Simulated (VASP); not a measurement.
Write the native input for VASP 6.6.1 that does the following.

| Item | Value |
| --- | --- |
| Task | single point |
| Functional | PBE |
| Potentials or basis | VASP PAW PBE potentials, release 64 (Mg) |
| Cutoff | 520 eV |
| k mesh | 16 × 16 × 14 |
| Occupations | gaussian, width 0.1 eV |
| Spin | no spin polarisation |
| Dipole correction | no |
| Further INCAR settings | ALGO = Normal; EDIFF = 1e-06; NBANDS = 7 |

The structure of Mg lies in POSCAR:

```
Mg
1.0
   -1.8309935054      1.8198758508      1.6362097486
    1.8198758508     -1.8309935054      1.6362097486
    1.7942736728      1.7942736728     -1.6483640132
Mg
1
Direct
    0.0000000000      0.0000000000      0.0000000000
```

This isn't the form of Mg at room conditions, which is hcp.

The cell isn't the ideal one: strained and moved within a subgroup.

The input as run:

INCAR

```
ALGO = Normal
EDIFF = 1E-6
ENCUT = 520
GGA = PE
ISIF = 2
ISMEAR = 0
LASPH = True
LCHARG = False
LREAL = False
LWAVE = False
NBANDS = 7
NELM = 100
PREC = Accurate
SIGMA = 0.1
```

KPOINTS

```
k-points
0
Gamma
  16 16 14
```

Potentials or basis: VASP PAW PBE potentials, release 64 (Mg).

Command:

```bash
$ cat potpaw_PBE.64/Mg/POTCAR > POTCAR
$ mpirun -np 1 vasp_std > vasp.out
```

Results of the run:

| Quantity | Value |
| --- | --- |
| Pressure | 2.9 GPa |
| Band gap on the k mesh | none (metal or under the smearing width) |

Wall time 53 s on 1 thread of Intel(R) Xeon(R) Platinum 8259CL CPU @ 2.50GHz (Skylake/Cascade Lake), on a shared host, peak memory 0.26 GiB.
